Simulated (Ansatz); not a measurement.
## Ni (diamond): energy against volume

Theory: Ansatz 0.2.0, DFT, revPBE, plane waves (420 eV) with PAW, scalar-relativistic. (PAW data from PBE, frozen cores regenerated.)

The cell is scaled uniformly from the relaxed one, with fractional coordinates and shape fixed. Energies are extrapolated to zero smearing, pressures are those at the given smearing. Magnetic state: ferromagnetic.

A Birch-Murnaghan fit gives V₀ = 17.02 Å³/atom, B₀ = 83 GPa, B₀′ = 4.9.

What are the energy above the minimum and the pressure at 14.988 Å³/atom?

80.3 meV/atom and 14.46 GPa as computed.

What are the energy above the minimum and the pressure at 17.713 Å³/atom?

6.8 meV/atom and -2.92 GPa as computed.

What are the energy above the minimum and the pressure at 18.395 Å³/atom?

24.9 meV/atom and -5.24 GPa as computed.
